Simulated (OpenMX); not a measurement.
# Pb (Fd-3m) in OpenMX: reference runs, part 2 of 2

OpenMX 3.8.5. Earlier steps stand in the parts before.

**7. Single point, PBE, 42.30 Å³/atom (volume scaled by 1.04)**

The input, Pb.dat:

```
System.CurrrentDirectory             ./
System.Name                          Pb
DATA.PATH                            ./DFT_DATA13
level.of.stdout                      1
level.of.fileout                     0
Species.Number                       1
<Definition.of.Atomic.Species
  Pb  Pb8.0-s3p2d2f1         Pb_PBE13
Definition.of.Atomic.Species>

Atoms.Number                         2
Atoms.SpeciesAndCoordinates.Unit     FRAC
<Atoms.SpeciesAndCoordinates
    1  Pb    0.2500000000    0.2500000000    0.2500000000   7.000  7.000
    2  Pb    0.0000000000    0.0000000000    0.0000000000   7.000  7.000
Atoms.SpeciesAndCoordinates>

Atoms.UnitVectors.Unit               Ang
<Atoms.UnitVectors
     0.0000000000    3.4842552460    3.4842552460
     3.4842552460    0.0000000000    3.4842552460
     3.4842552460    3.4842552460    0.0000000000
Atoms.UnitVectors>

scf.XcType                           GGA-PBE
scf.SpinPolarization                 off
scf.ElectronicTemperature            580.226
scf.maxIter                          100
scf.EigenvalueSolver                 band
scf.Kgrid                            7 7 7
scf.Mixing.Type                      rmm-diisk
scf.Init.Mixing.Weight               0.05
scf.Min.Mixing.Weight                0.001
scf.Max.Mixing.Weight                0.3
scf.Mixing.History                   25
scf.Mixing.StartPulay                8
scf.criterion                        1.0e-8
MD.Type                              nomd
scf.Ngrid                            54 54 54
scf.energycutoff                     500.0
```

Potentials or basis: OpenMX 2013 PBE set, Pb8.0-s3p2d2f1, fixed grid of 54 × 54 × 54 points.

Command:

```
$ openmx Pb.dat -nt 1 > Pb.std
```

Pb.out:

```text
Required cutoff energy (Ryd) for 3D-grids = 497.8872
      Used cutoff energy (Ryd) for 3D-grids = 497.8872, 497.8872, 497.8872
  Num. of grids of a-, b-, and c-axes = 54, 54, 54

  Num.Grid1.    54
  Num.Grid2.    54
  Num.Grid3.    54

  Cell_Volume =    570.895199011298 (Bohr^3)
  GridVol     =      0.003625560122 (Bohr^3)
  Cell vectors (bohr) of the grid cell (gtv)
    gtv_a =  0.000000000000,  0.121931253504,  0.121931253504
    gtv_b =  0.121931253504,  0.000000000000,  0.121931253504
    gtv_c =  0.121931253504,  0.121931253504,  0.000000000000
    |gtv_a| =  0.172436832382
    |gtv_b| =  0.172436832382
    |gtv_c| =  0.172436832382

***********************************************************

[... 235 lines left out ...]
  d3z^2-r^2   1    0.002644437  0.002644437   0.005288873   0.000000000
  dx^2-y^2    1    0.002644410  0.002644410   0.005288820   0.000000000
  dxy         1    0.010832363  0.010832363   0.021664727   0.000000000
  dxz         1    0.010832381  0.010832381   0.021664762   0.000000000
  dyz         1    0.010832358  0.010832358   0.021664717   0.000000000
   sum over m      0.037785949  0.037785949   0.075571898   0.000000000
   sum over m+mul  5.027550295  5.027550295  10.055100589   0.000000000
  f5z^2-3r^2  0    0.000242214  0.000242214   0.000484428   0.000000000
  f5xz^2-xr^2 0   -0.000716050 -0.000716050  -0.001432101   0.000000000
  f5yz^2-yr^2 0   -0.000716051 -0.000716051  -0.001432103   0.000000000
  fzx^2-zy^2  0   -0.001291011 -0.001291011  -0.002582023   0.000000000
  fxyz        0    0.000598646  0.000598646   0.001197292   0.000000000
  fx^3-3*xy^2 0   -0.000332746 -0.000332746  -0.000665492   0.000000000
  f3yx^2-y^3  0   -0.000332745 -0.000332745  -0.000665490   0.000000000
   sum over m     -0.002547744 -0.002547744  -0.005095489   0.000000000
   sum over m+mul -0.002547744 -0.002547744  -0.005095489   0.000000000

***********************************************************
       xyz-coordinates (Ang) and forces (Hartree/Bohr)
***********************************************************

<coordinates.forces
  2
    1    Pb     1.74213   1.74213   1.74213   0.000193988861  0.000193974049  0.000193974035
    2    Pb     0.00000   0.00000   0.00000  -0.000194052302 -0.000194037524 -0.000194037494
coordinates.forces>

***********************************************************
       Fractional coordinates of the final structure
***********************************************************

     1     Pb     0.25000000000000   0.25000000000000   0.25000000000000
     2     Pb     0.00000000000000   0.00000000000000   0.00000000000000
```

Pb.std:

```text
*******************************************************
 Welcome to OpenMX   Ver. 3.8.5
 Copyright (C), 2002-2014, T. Ozaki
 OpenMX comes with ABSOLUTELY NO WARRANTY.
 This is free software, and you are welcome to
 redistribute it under the constitution of the GNU-GPL.
*******************************************************
[... 197 lines left out ...]
  Uzs   =       0.000000000000
  Uzo   =       0.000000000000
  Uef   =       0.000000000000
  UvdW  =       0.000000000000
  Utot  =    -129.671272610225

*******************************************************
             MD or geometry opt. at MD = 1
*******************************************************

outputting data on grids to files...

The calculation was normally finished.
```

Run time: 83 s. Hardware: 1 thread of Arm Neoverse V2, shared host; peak memory 1.1 GiB.

What came out:

```yaml
Free_energy: -3528.5409 eV
Band_gap_on_the_k_mesh: none (metal or under the smearing width)
```

Caveat: the basis has few d functions beyond the semicore shells, which can make volumes several per cent too large; the basis of atomic orbitals isn't converged, which shifts pressures, moduli and gaps.

**8. Single point, PBE, 38.23 Å³/atom (volume scaled by 0.94)**

Pb.dat: that of step 7 with these lines changed.

```diff
@@ -19,5 +19,5 @@
 <Atoms.UnitVectors
-     0.0000000000    3.4842552460    3.4842552460
-     3.4842552460    0.0000000000    3.4842552460
-     3.4842552460    3.4842552460    0.0000000000
+     0.0000000000    3.3687966822    3.3687966822
+     3.3687966822    0.0000000000    3.3687966822
+     3.3687966822    3.3687966822    0.0000000000
 Atoms.UnitVectors>
```

Command:

```
$ openmx Pb.dat -nt 1 > Pb.std
```

Run time: 1.7 min. Hardware: 1 thread of Arm Neoverse V2, shared host; peak memory 1.4 GiB.

It converged, with:

```yaml
Free_energy: -3528.3635 eV
Band_gap_on_the_k_mesh: none (metal or under the smearing width)
```

Caveat: the basis has few d functions beyond the semicore shells, which can make volumes several per cent too large; the basis of atomic orbitals isn't converged, which shifts pressures, moduli and gaps.

**9. Single point, PBE, 43.11 Å³/atom (volume scaled by 1.06)**

Pb.dat: that of step 8 with these lines changed.

```diff
@@ -19,5 +19,5 @@
 <Atoms.UnitVectors
-     0.0000000000    3.3687966822    3.3687966822
-     3.3687966822    0.0000000000    3.3687966822
-     3.3687966822    3.3687966822    0.0000000000
+     0.0000000000    3.5064485529    3.5064485529
+     3.5064485529    0.0000000000    3.5064485529
+     3.5064485529    3.5064485529    0.0000000000
 Atoms.UnitVectors>
```

Potentials or basis: OpenMX 2013 PBE set, Pb8.0-s3p2d2f1, fixed grid of 54 × 54 × 54 points.

Command:

```
$ openmx Pb.dat -nt 1 > Pb.std
```

Wall time 81 s (1 thread of Arm Neoverse V2, shared host); peak memory 1.1 GiB.

It converged, with:

```yaml
Free_energy: -3528.5550 eV
Band_gap_on_the_k_mesh: none (metal or under the smearing width)
```

Caveat: the basis has few d functions beyond the semicore shells, which can make volumes several per cent too large; the basis of atomic orbitals isn't converged, which shifts pressures, moduli and gaps.

**10. Equation of state, PBE**

Potentials or basis: OpenMX 2013 PBE set, Pb8.0-s3p2d2f1, fixed grid of 54 × 54 × 54 points.

No new run: the results of the series are fitted here.

What came out:

```
Equilibrium volume : 44.96 Å³/atom (rough: see the caveat)
Bulk modulus       : 24 GPa (rough)
```

Energy against volume, from the lowest point:
```
volume (Å³/atom)  energy (meV/atom)
          38.232              95.75
          39.045              69.57
          39.859              48.11
          40.672              30.80
          41.486              17.19
          42.299               7.08
          43.112               0.00
```

Caveat: the basis has few d functions beyond the semicore shells, which can make volumes several per cent too large; the minimum lies outside the volumes run; volumes in these bases differ from converged ones by about 1 %, for some elements by several; the basis of atomic orbitals isn't converged, which shifts pressures, moduli and gaps. The run has no spin-orbit coupling, so splittings on Pb are missing.

**11. The runs side by side**

| task | potentials or basis | cell | max SCF cycles | grid points, held for all volumes | gap on the mesh (eV) | pressure (GPa) |
| --- | --- | --- | --- | --- | --- | --- |
| single point | OpenMX 2013 PBE set, Pb8.0-s3p2d2f1, grid cutoff 500 Ry | as given | 100 | - | none | 3.0 |
| single point | OpenMX 2013 PBE set, Pb8.0-s3p2d2f1, grid cutoff 500 Ry | atoms moved at random, drawn with an rms of 0.05 Å | 100 | - | none | 3.2 |
| equation of state | OpenMX 2013 PBE set, Pb8.0-s3p2d2f1, fixed grid of 54 × 54 × 54 points | as given | - | 54 × 54 × 54 | - | - |

Alike in all rows: level PBE; no spin polarisation; k mesh 7 × 7 × 7; smearing fermi-dirac 0.05 eV.

Caveats: the basis has few d functions beyond the semicore shells, which can make volumes several per cent too large; the basis of atomic orbitals isn't converged, which shifts pressures, moduli and gaps; the minimum lies outside the volumes run (some runs); volumes in these bases differ from converged ones by about 1 %, for some elements by several (some runs).

Total energies depend on the potentials used, so only differences within one code and one set of settings carry meaning.
